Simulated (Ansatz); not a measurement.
# 4-layer 2H-MoTe2 (2H stacking) in a perpendicular field, part 2 of 2

Aim: how the 4-layer 2H-MoTe2 (2H stacking) screens a field along its normal, and what the field does to its bands. A positive field points along +c.

Ansatz 0.2.0; plane-wave DFT, PBE-D3(BJ), Ansatz PAW (set soft_1); PAW set soft_1.

So far. Step 2 (Relaxation): The lattice constant a goes from 3.550 to 3.499 Å.

### Step 3. Single point, field 0

A sawtooth potential applies the field, turning back in the middle of the vacuum. With the dipole correction the typed value is the field outside the slab. The induced dipole is small, so the SCF threshold is tight.

The cell differs from the one that the last finished run ended in (c 80.996 → 42.186 Å).

input.yaml

```yaml
crystal:
  lattice:
    - [3.4986606463, 0.0, 0.0]
    - [-1.7493303232, 3.0299289989, 0.0]
    - [0.0, 0.0, 42.1860589958]
  atoms:
    - { symbol: Te, position: [0.3333333333, 0.6666666667, 0.2133406204] }
    - { symbol: Mo, position: [0.0, 0.0, 0.2564076188] }
    - { symbol: Te, position: [0.3333333333, 0.6666666667, 0.2995223112] }
    - { symbol: Te, position: [0.0, 0.0, 0.3757953586] }
    - { symbol: Mo, position: [0.3333333333, 0.6666666667, 0.418850021] }
    - { symbol: Te, position: [0.0, 0.0, 0.4619067288] }
    - { symbol: Te, position: [0.3333333333, 0.6666666667, 0.5380932712] }
    - { symbol: Mo, position: [0.0, 0.0, 0.581149979] }
    - { symbol: Te, position: [0.3333333333, 0.6666666667, 0.6242046414] }
    - { symbol: Te, position: [0.0, 0.0, 0.7004776888] }
    - { symbol: Mo, position: [0.3333333333, 0.6666666667, 0.7435923812] }
    - { symbol: Te, position: [0.0, 0.0, 0.7866593796] }
kpoints:
  mp_grid: { grid: [18, 18, 1] }
  band_path:
    path: [[0, 0, 0], [0.5, 0, 0], [0.33333333, 0.33333333, 0], [0, 0, 0]]
    npoints: 16
hamiltonian:
  xc: pbe
  dispersion: d3bj
  pseudopotentials: { kind: paw, azcp: { folder: soft_1 } }
scf:
  occupations: { method: fermi_dirac, width: 0.02585 }
  convergence: { dr2_threshold: 1.0e-10 }
efield:
  axis: 3
  dipole_correction: true
  ramp_position: 0.97
  ramp_width: 0.06
  amplitude: 0
output:
  dos: { projected: true, e_range: [-6, 5] }
  write_potential: true
  write_density: true
  volumetric_format: npy
  elf: true
```

Launch:

```
$ ansatz run input.yaml --threads 4 --pin off --max-ram 12288MiB --backend cpu --events-out ev --progress --plain --runs-dir out
```

Numbers of over 12 decimals in the logs are rounded to 6 here.

The log of the run:

```text
[...]
Crystal: 12 atoms, lattice volume = 447.201 Å³
Basis set: ecut = 420 eV, 8703 PW (Γ)
Bands: 111, of which v1, the nominal top of the filled ones, is band 92 counted from 1 (91 counted from 0)
Symmetry: 6 space group operations
k-points: 37 of 324 (time reversal used)
[...]
SCF iter   1: F=—  HF=-75676.226452 eV  |F-HF|=—  |Δ(HF+E_count)|=         —  Δρ=3.98e-2  dr2=9.48e0  ethr=3.10e-3  p=0.000 e·Å  D=2.86e-13 V/Å  ΔV_dip=-0.00 eV  dr2_dipole=8.26e-11  V_vac-E_F(+/−)=5.02/5.02 eV  ⟨swp⟩=8.5  Hψ=17373  notcnv=0  defer=20
efield: sawtooth ramp at fractional position 0.9700 (set: `efield.ramp_position`, or a place that a band, a saddle search or an elastic batch's reference lends), width 0.0600; the density the first Hamiltonian is built on has a dipole p = 0.000 e·Å; the dipole correction subtracts the counter field D = 2.86e-13 V/Å, which shifts the + side's vacuum level by -0.00 eV against the − side's; the planar-averaged density in the ramp window peaks in size at 4.4e-7 e/Å³
[...]
SCF iter   2: F=—  HF=-75674.469242 eV  |F-HF|=—  |Δ(HF+E_count)|=    1.76e0  Δρ=1.71e-2  dr2=5.15e0  ethr=3.10e-3  p=-0.000 e·Å  D=-7.97e-6 V/Å  ΔV_dip=0.00 eV  dr2_dipole=1.68e-8  V_vac-E_F(+/−)=5.24/5.24 eV  ⟨swp⟩=3.0  Hψ=7095  notcnv=0  defer=398
[...]
SCF iter  17: F=-75673.766333 eV  HF=-75673.766333 eV  |F-HF|=2.18e-10  |Δ(HF+E_count)|=  3.93e-10  Δρ=5.19e-8  dr2=2.39e-11  ethr=1.00e-12  p=0.000 e·Å  D=5.66e-8 V/Å  ΔV_dip=-0.00 eV  dr2_dipole=1.29e-12  V_vac-E_F(+/−)=4.30/4.30 eV  ⟨swp⟩=12.5  Hψ=17685  notcnv=0
SCF 1 converged in 17 iterations: F = -75673.766333 eV  dr2 = 2.39e-11
[...]
NSCF: frozen V_eff on 49 k-points
efield: sawtooth ramp at fractional position 0.9700 (kept from the solve that this one continues, or follows in the run), width 0.0600; the density the first Hamiltonian is built on has a dipole p = 0.000 e·Å; the dipole correction subtracts the counter field D = 5.66e-8 V/Å, which shifts the + side's vacuum level by -0.00 eV against the − side's; the planar-averaged density in the ramp window peaks in size at 5.5e-7 e/Å³
[...]
SCF converged after 17 iterations
Free energy (F): -75673.766333 eV
[...]
Internal energy: -75673.766333 eV  (E = F + TS)
E sigma→0 (E₀):  -75673.766333 eV
Entropy (-TS):   -0.000000 eV (-0.000 meV/atom)
Fermi energy:    7.186246 eV
Dipole field:    D = -0.000001 V/Å  (p = -0.000002 e·Å, saw-weighted, corrected)
Work function:   Φ+ = 4.2979 eV   Φ− = 4.2979 eV
Levels:          The Fermi level and band energies are counted from a zero that moves with the ramp; work functions are not
[...]
--- Band table (eV; the first three rows and the last of 37) ---
  k-point 0: bands = [... 88 lower, 5.8510, 6.7425, 6.8123, 6.8503, 9.7340, 9.7340, 9.7671, 9.7671, ... 15 higher]
  k-point 1: bands = [... 88 lower, 5.9311, 6.7881, 6.8010, 6.8096, 9.5400, 9.5708, 9.6218, 9.6978, ... 15 higher]
  k-point 2: bands = [... 88 lower, 5.9776, 6.6617, 6.7052, 6.7792, 9.2038, 9.2095, 9.2175, 9.2511, ... 15 higher]
  k-point 36: bands = [... 88 lower, 6.4964, 6.5678, 6.6653, 6.7474, 7.8505, 7.8505, 7.8613, 7.8613, ... 15 higher]
```

Elapsed: 83 s, on 4 threads of Intel Xeon Platinum 8488C (Sapphire Rapids), shared host; peak memory 2.7 GiB; 5.5 min of CPU time.

This step gave:

* dipole along the normal: -2.39e-6 e·Å
* gap along the path: 0.6831 eV
* smallest direct gap along the path: 1.103 eV
* ionisation energy, upper face: 4.634 eV
* electron affinity, upper face: 3.951 eV
* gap, the smaller of path and mesh: 0.6831 eV

Running mean over a fixed 2.8 Å (it still follows the layers) of the planar mean; the ramp of the sawtooth is left out. Table of electron's electrostatic potential energy less the Fermi level by z:

```tsv
z (Å)	electron's electrostatic potential energy less the Fermi level (eV)
4	4.30
5	4.29
6	4.20
7	2.71
8	-1.47
9	-5.42
10	-9.19
11	-8.97
12	-8.59
13	-4.06
14	-2.06
15	-2.66
16	-6.21
17	-9.19
18	-9.01
19	-7.99
20	-3.64
21	-2.11
22	-3.11
23	-7.04
24	-9.10
25	-9.08
26	-7.21
27	-3.20
28	-2.09
29	-3.53
30	-7.80
31	-9.00
32	-9.14
33	-6.38
34	-2.29
35	1.95
36	4.13
37	4.29
38	4.30
```

The density of states has structure finer than the step of the table below, so its rows give means over 0.25 eV, whole bins alone (the curve runs from -6 to 2.33 eV). Peaks (eV: height): -4.020: 26.6, -3.770: 25.3, -3.600: 20.8, -2.330: 18.6, -1.780: 26.6, 1.250: 30.5, 1.360: 23.8.

Density of states against energy, zero at the Fermi level of the run, which the smearing sets inside the gap; means over each step:

energy (eV), density of states (states/eV a cell) and a bar:
```
    -5.75        4.8 #######
    -5.50        7.0 ###########
    -5.25       15.0 #######################
    -5.00        9.9 ###############
    -4.75        6.4 ##########
    -4.50        4.9 #######
    -4.25        6.6 ##########
    -4.00       11.1 #################
    -3.75       12.2 ##################
    -3.50        9.8 ###############
    -3.25        9.0 ##############
    -3.00       11.7 ##################
    -2.75       10.2 ###############
    -2.50        8.4 #############
    -2.25       15.5 #######################
    -2.00       15.0 #######################
    -1.75       15.2 #######################
    -1.50       13.6 #####################
    -1.25        7.8 ############
    -1.00       12.9 ###################
    -0.75       10.9 #################
    -0.50        3.0 #####
    -0.25        0.3 
     0.00        0.0 
     0.25        0.1 
     0.50        2.3 ###
     0.75        9.1 ##############
     1.00       14.0 #####################
     1.25       19.8 ##############################
     1.50       12.3 ###################
     1.75       11.6 ##################
     2.00       11.1 #################
```

Projected DOS per atom over height of the atomic layer and energy from the Fermi level. Layers: Te Mo Te Te Mo Te Te Mo Te Te Mo Te from below.

Ten even steps from '_' (0.00 states/eV) to '@' (2.68 states/eV), each cell a mean:
```
..::::::--::::--::::::..
::++::::++::::++::::++::
--@@::::%%::::%%::::@@--
::@@....@@....@@....@@::
__--____==____==____--__
________________________
________________________
__..____..____..____..__
::**::::**::::**::::**::
::++....==....==....++::
--**----**----**----**--
==++----**----**----++==
::==----==----==----==::
::==::::==::::==::::==::
----::::--::::--::::----
----::------------::----
--------::----::--------
......::::::::::::......
::....................::
==--==--::----::--==--==
::::----::----::----::::
..__................__..
```
Columns: height of the atomic layer (Å) from 9 to 33.2 (not evenly spaced); rows upwards: energy from the Fermi level (eV) from -5.96 to 2.32.

The electronic bands at the labelled points (eV, zero at the Fermi level of the run, which the smearing sets inside the gap):

```tsv
point	band 89	band 90	band 91	band 92	band 93	band 94	band 95	band 96
Γ	-1.34	-0.44	-0.37	-0.34	2.55	2.55	2.58	2.58
halfway	-1.44	-1.30	-1.28	-1.24	0.85	0.97	1.14	1.31
M	-0.94	-0.83	-0.70	-0.62	0.94	0.96	0.99	1.00
halfway	-0.88	-0.79	-0.69	-0.62	0.86	0.92	0.97	1.00
K	-0.69	-0.62	-0.52	-0.44	0.66	0.66	0.68	0.68
halfway	-1.17	-1.10	-1.05	-1.02	0.45	0.62	0.84	1.08
Γ	-1.34	-0.44	-0.37	-0.34	2.55	2.55	2.58	2.58
```

Electrostatic potential energy in the ca plane at fractional y = 0.667, with atoms of Te and Mo within 0.2 Å of it. With pseudopotentials it is smooth inside the atoms' cores, unlike the true potential.

Values in eV, 5 rows by 16 columns, each cell a mean:
```
 11  11  11  11  11  11   9   8   2   0   7   9  10   2  -2   7
 11  11  11  11  11  11   6  -1   4   3   1   3  10   5   2   2
 11  11  11  11  11  10 -10 -13   0   5 -15 -14   8   9   6 -22
 11  11  11  11  11  10 -11  -3  -3   5  -9 -10   8  10   6 -25
 11  11  11  11  11  11  -1 -12   4   5  -9  -6   9   7   5  -7
```
Columns run along c (16.0 Å, from fractional 0.05 to 0.42 of the cell; values clipped at the 3rd and 97th percentile), rows up along a (3.5 Å). Atoms in or near the plane, at fractional coordinates: Te at (0.21, 0.33), Te at (0.30, 0.33), Mo at (0.42, 0.33).

ELF in the ca plane at fractional y = 0.667, with atoms of Te and Mo within 0.2 Å of it. It is the smooth field of the valence electrons, not physical close to the nuclei.

Ten even steps from '0' (0.00) to '9' (0.84), each cell a mean:
```
00000000000000001234442222224443211477656643
00000000000000000112332123113322101577656643
00000000000000124566664222246665421367666532
00000000000002478875556422466556751135565334
00000000000024799742135532553114783012343378
00000000000125899720014532442002685000222485
00000000000025899730024532542002684001232477
00000000000013689864346522464335772113454357
00000000000001247776666322356666731256666422
```
Columns run along c (16.0 Å, from fractional 0.05 to 0.42 of the cell), rows up along a (3.5 Å). Atoms in or near the plane, at fractional coordinates: Te at (0.21, 0.33), Te at (0.30, 0.33), Mo at (0.42, 0.33).

Valence density in the ca plane at fractional y = 0.667, with atoms of Te and Mo within 0.2 Å of it. It is the smooth field of the valence electrons, not physical close to the nuclei.

Values in units of 1e0 e/Å³, 5 rows by 16 columns, each cell a mean:
```
0.0 0.0 0.0 0.0 0.0 0.0 0.1 0.2 0.3 0.4 0.2 0.1 0.1 0.3 0.4 0.2
0.0 0.0 0.0 0.0 0.0 0.0 0.2 0.4 0.3 0.3 0.4 0.3 0.1 0.2 0.4 0.4
0.0 0.0 0.0 0.0 0.0 0.1 1.4 5.3 0.4 0.3 3.8 2.9 0.1 0.1 0.3 2.8
0.0 0.0 0.0 0.0 0.0 0.1 2.3 9.3 0.5 0.3 6.7 5.1 0.2 0.1 0.2 4.0
0.0 0.0 0.0 0.0 0.0 0.0 0.4 1.0 0.3 0.3 0.8 0.7 0.1 0.2 0.3 0.9
```
Columns run along c (16.0 Å, from fractional 0.05 to 0.42 of the cell), rows up along a (3.5 Å). Atoms in or near the plane, at fractional coordinates: Te at (0.21, 0.33), Te at (0.30, 0.33), Mo at (0.42, 0.33).

The gap is 0.68 eV, with the valence edge 4.63 eV and the conduction edge 3.95 eV under the upper vacuum level. Spin-orbit coupling, left out in this run, matters for the bands of elements this heavy.

### Step 4. Atoms held, field 0.1 V/Å

Edit input.yaml of step 3 so:

```diff
@@ -35,5 +35,4 @@
   ramp_width: 0.06
-  amplitude: 0
+  amplitude: 0.1
 output:
-  dos: { projected: true, e_range: [-6, 5] }
   write_potential: true
@@ -41,2 +40 @@
   volumetric_format: npy
-  elf: true
```

The log of the run:

```text
[...]
Crystal: 12 atoms, lattice volume = 447.201 Å³
Basis set: ecut = 420 eV, 8703 PW (Γ)
Bands: 111, of which v1, the nominal top of the filled ones, is band 92 counted from 1 (91 counted from 0)
Symmetry: 6 space group operations
k-points: 37 of 324 (time reversal used)
[...]
k-point 0: bands = [... 88 lower, 5.9232, 6.7226, 6.8058, 6.8771, 9.7020, 9.7020, 9.7639, 9.7639, ... 15 higher]
  k-point 1: bands = [... 88 lower, 6.0099, 6.7435, 6.8010, 6.8544, 9.5056, 9.5675, 9.6279, 9.6953, ... 15 higher]
  k-point 2: bands = [... 88 lower, 6.0640, 6.6367, 6.7123, 6.7971, 9.1312, 9.1893, 9.2093, 9.2612, ... 15 higher]
  k-point 36: bands = [... 88 lower, 6.4731, 6.5653, 6.6608, 6.7763, 7.7792, 7.8243, 7.8780, 7.9270, ... 15 higher]
[key lines of the parts left out:]
SCF converged after 19 iterations
Free energy (F): -75673.773739 eV
Fermi energy:    7.192502 eV
Dipole field:    D = 0.059929 V/Å  (p = 0.148108 e·Å, saw-weighted, corrected)
```

Wall time 84 s (4 threads); peak memory 2.4 GiB; 5.5 min of CPU time.

The dipole is 0.148 e·Å, and the gap 0.644 eV.

### Step 5. Single point, field -0.1 V/Å

Edit input.yaml of step 4 so:

```diff
@@ -35,3 +35,3 @@
   ramp_width: 0.06
-  amplitude: 0.1
+  amplitude: -0.1
 output:
```

The log of the run:

```text
[...]
Crystal: 12 atoms, lattice volume = 447.201 Å³
Basis set: ecut = 420 eV, 8703 PW (Γ)
Bands: 111, of which v1, the nominal top of the filled ones, is band 92 counted from 1 (91 counted from 0)
Symmetry: 6 space group operations
k-points: 37 of 324 (time reversal used)
[...]
k-point 0: bands = [... 88 lower, 5.9232, 6.7226, 6.8058, 6.8771, 9.7020, 9.7020, 9.7639, 9.7639, ... 15 higher]
  k-point 1: bands = [... 88 lower, 6.0099, 6.7435, 6.8010, 6.8544, 9.5056, 9.5675, 9.6279, 9.6953, ... 15 higher]
  k-point 2: bands = [... 88 lower, 6.0640, 6.6367, 6.7123, 6.7971, 9.1312, 9.1893, 9.2093, 9.2612, ... 15 higher]
  k-point 36: bands = [... 88 lower, 6.4731, 6.5653, 6.6608, 6.7763, 7.7792, 7.8243, 7.8780, 7.9270, ... 15 higher]
[key lines of the parts left out:]
SCF converged after 19 iterations
Free energy (F): -75673.773739 eV
Fermi energy:    7.192502 eV
Dipole field:    D = -0.059931 V/Å  (p = -0.148112 e·Å, saw-weighted, corrected)
```

It took 84 s on 4 threads; peak memory 2.5 GiB.

The dipole is -0.148 e·Å, and the gap 0.644 eV.

### Step 6. Atoms held, field 0.2 V/Å

Edit input.yaml of step 5 so:

```diff
@@ -35,3 +35,3 @@
   ramp_width: 0.06
-  amplitude: -0.1
+  amplitude: 0.2
 output:
```

The log of the run:

```text
[...]
Crystal: 12 atoms, lattice volume = 447.201 Å³
Basis set: ecut = 420 eV, 8703 PW (Γ)
Bands: 111, of which v1, the nominal top of the filled ones, is band 92 counted from 1 (91 counted from 0)
Symmetry: 6 space group operations
k-points: 37 of 324 (time reversal used)
[...]
k-point 0: bands = [... 88 lower, 6.0021, 6.6798, 6.8023, 6.9242, 9.6410, 9.6410, 9.7406, 9.7406, ... 15 higher]
  k-point 1: bands = [... 88 lower, 6.0932, 6.6900, 6.8011, 6.9083, 9.4424, 9.5428, 9.6220, 9.6430, ... 15 higher]
  k-point 2: bands = [... 88 lower, 6.1513, 6.5916, 6.7171, 6.8377, 9.0453, 9.1205, 9.1889, 9.2657, ... 15 higher]
  k-point 36: bands = [... 88 lower, 6.4197, 6.5486, 6.6681, 6.8348, 7.6977, 7.7967, 7.9036, 7.9051, ... 15 higher]
[key lines of the parts left out:]
SCF converged after 19 iterations
Free energy (F): -75673.795956 eV
Fermi energy:    7.200305 eV
Dipole field:    D = 0.119873 V/Å  (p = 0.296254 e·Å, saw-weighted, corrected)
```

The job ended after 85 s (4 threads; peak memory 2.5 GiB).

The dipole is 0.296 e·Å, and the gap 0.565 eV.

### Step 7. Single point, field 0.3 V/Å

Edit input.yaml of step 6 so:

```diff
@@ -35,3 +35,3 @@
   ramp_width: 0.06
-  amplitude: 0.2
+  amplitude: 0.3
 output:
```

The log of the run:

```text
[...]
Crystal: 12 atoms, lattice volume = 447.201 Å³
Basis set: ecut = 420 eV, 8703 PW (Γ)
Bands: 111, of which v1, the nominal top of the filled ones, is band 92 counted from 1 (91 counted from 0)
Symmetry: 6 space group operations
k-points: 37 of 324 (time reversal used)
[...]
k-point 0: bands = [... 88 lower, 6.0806, 6.6306, 6.8015, 6.9755, 9.5701, 9.5701, 9.7074, 9.7074, ... 15 higher]
  k-point 1: bands = [... 88 lower, 6.1760, 6.6364, 6.8013, 6.9624, 9.3692, 9.5013, 9.5776, 9.5791, ... 15 higher]
  k-point 2: bands = [... 88 lower, 6.2378, 6.5420, 6.7189, 6.8859, 8.9550, 9.0479, 9.1623, 9.2382, ... 15 higher]
  k-point 36: bands = [... 88 lower, 6.3528, 6.5228, 6.6861, 6.9024, 7.6159, 7.7685, 7.8712, 7.9285, ... 15 higher]
[key lines of the parts left out:]
SCF converged after 19 iterations
Free energy (F): -75673.832992 eV
Fermi energy:    7.203517 eV
Dipole field:    D = 0.179851 V/Å  (p = 0.444482 e·Å, saw-weighted, corrected)
```

It took 86 s on 4 threads; peak memory 2.5 GiB.

The dipole is 0.444 e·Å, and the gap 0.467 eV.

### Step 8. Response, atoms held

This step: plane-wave DFT, PBE-D3(BJ), Ansatz PAW (set soft_1); response to a field along the normal, atoms held; PAW set soft_1 (Ansatz 0.2.0).

The dipoles give the slope, and the difference of two potentials shows where the field is screened.

Numbers from this step:

- equivalent conductor thickness p/(ε₀AE): 25.28 Å
- distance between the outer atoms: 24.19 Å

The dipole of the cell by applied field:

```tsv
applied field (V/Å)	dipole of the cell (e·Å)
-0.100	-0.148
0.000	-2.4e-6
0.100	0.148
0.200	0.296
0.300	0.444
```

Local field over the applied field, running mean. From the potentials at -0.1 and 0.1 V/Å; running mean over 2.8 Å. The local field over applied field by z:

```tsv
z (Å)	local field over applied field
6	0.922
8	0.378
10	0.0367
12	0.0407
14	0.155
16	0.0627
18	0.0229
20	0.112
22	0.125
24	0.0246
26	0.0519
28	0.157
30	0.0469
32	0.0318
34	0.320
36	0.894
```

Electrons, planar mean, per unit field. Table of induced electron density by z:

```tsv
z (Å)	induced electron density (e/Å³ per V/Å)
5	4.8e-5
6	3.4e-4
7	0.00182
8	0.00288
9	8.2e-4
10	-4.2e-4
11	2.7e-4
12	-3.5e-5
13	-6.2e-4
14	-6.7e-4
15	9.6e-4
16	4.1e-4
17	-2.6e-4
18	1.3e-4
19	-6.7e-5
20	-5.9e-4
21	-2.7e-4
22	7.4e-4
23	1.7e-4
24	-1.6e-4
25	1.6e-4
26	-1.6e-4
27	-7.0e-4
28	1.7e-4
29	5.8e-4
30	8.9e-5
31	-1.7e-4
32	4.7e-4
33	-5.0e-4
34	-0.00201
35	-0.00232
36	-4.7e-4
37	-7.0e-5
```

The smaller of the gaps on the path and on the k-mesh, counted as 0 under 0.03 eV. The gap by applied field:

```tsv
applied field (V/Å)	gap (eV)
-0.100	0.644
0.000	0.683
0.100	0.644
0.200	0.565
0.300	0.467
```

By hand: between -0.1 and 0.1 V/Å the dipole changes by 0.2962 e·Å, a slope of 1.481 e·Å²/V. A perfect conductor of thickness t has p = ε₀AEt, so t = 180.95 × 1.481 / 10.601 = 25.28 Å (e/ε₀ = 180.95 V·Å, A in Å²).

The induced dipole is that of a conductor 25.28 Å thick.

### Step 9. Outcome

- gap without field: 0.683 eV
- ionisation energy, upper face: 4.63 eV
- electron affinity, upper face: 3.95 eV
- equivalent conductor thickness, atoms held: 25.3 Å

The induced dipole equals that of a perfect conductor 25.28 Å thick, while the outer atoms lie 24.19 Å apart; an out-of-plane ε follows only once a thickness t is chosen, by 1 − 1/ε = 25.28 Å / t. The gap goes from 0.68 eV to 0.47 eV at 0.3 V/Å. Semilocal functionals give gaps that are too small, and excitons are not included. Spin-orbit coupling is left out, which matters for the bands of elements this heavy.

[Logs are printed without paths, hosts, clocks, repeated set-up lines and the standing remarks that a program may print on its own settings, such as how far it seeks lower states.]

[Hosts, paths, dates, database ids (printed as entryN), source tags and the programs' standing remarks are cut or masked in the printed files.]

[Maps of the electrostatic potential energy from Ansatz leave out the sawtooth potential of an applied field or a dipole correction, so their vacuum need not be flat; planar profiles and work functions include it.]

[The density of states shown here was stored with 400 of the rows of the run's finer table, so its peaks can read low, often by over a quarter, or be missed, and its means over a window can be off by a tenth or more.]
